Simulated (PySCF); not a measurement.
**1,3-cyclopentadiene: calculation against experiment**

**What was measured.**

NIST CCCBDB Release 22 (SRD 101), experimental dipoles lists, for the gas: dipole moment (microwave Stark effect) 0.419 D.

How close the calculation comes is told at the end.

Species: 1,3-cyclopentadiene, C₅H₆.
SMILES with atom numbers: `[CH:1]1=[CH:2][CH2:3][CH:4]=[CH:5]1` (hydrogens: H6 on C1; H7 on C2; H8, H9 on C3; H10 on C4; H11 on C5)

Structure used (PBE0-D3(BJ)/def2-SVP), in Å, numbered top down from 1:
```xyz
11
C5H6 angstrom
C     -1.0527    0.7479   -0.1973
C      0.2328    1.1589   -0.1499
C      1.1133   -0.0247    0.0967
C      0.1523   -1.1676    0.1831
C     -1.1029   -0.7001    0.0099
H     -1.9256    1.3821   -0.3630
H      0.5963    2.1804   -0.2687
H      1.7068    0.0874    1.0238
H      1.8530   -0.1663   -0.7138
H      0.4445   -2.2036    0.3591
H     -2.0185   -1.2945    0.0202
```

The PySCF runs (gas phase, on this PBE0-D3(BJ)/def2-SVP geometry; no spin–orbit coupling):

```csv
level,job,basis functions,wall time
"PBE0-D3(BJ)/def2-SVP, grid level 1",geometry optimisation from an MMFF94s start,100,16 s
PBE0/pcSseg-1,"shieldings, ring-centre shieldings, charges and field gradients",115,7.7 s
PBE0/pcSseg-2,"shieldings, ring-centre shieldings",264,29 s
B3LYP/pcJ-1,"spin–spin couplings from 11 perturbed nuclei, spin–dipole term left out",195,17 s
```

Hardware: one thread of an Arm Neoverse V1, on a shared host.

## Comparison

**Dipole moment.** Measured: 0.419 D (NIST CCCBDB Release 22 (SRD 101), experimental dipoles).

```tsv
level	computed (D)	computed − measured (D)	% (from the printed values)
PBE0-D3(BJ)/def2-SVP	0.549	+0.130	+31
PBE0/pcSseg-1	0.547	+0.128	+31
PBE0/pcSseg-2	0.516	+0.097	+23
B3LYP/pcJ-1	0.517	+0.098	+23
```

All 4 levels lie above the measurement. The computed dipoles belong to one fixed geometry; measured ones are averaged over vibrations unless marked μe. Magnitudes are compared, not signs.

No measured geometry was used, and the causes of the misses weren't examined.
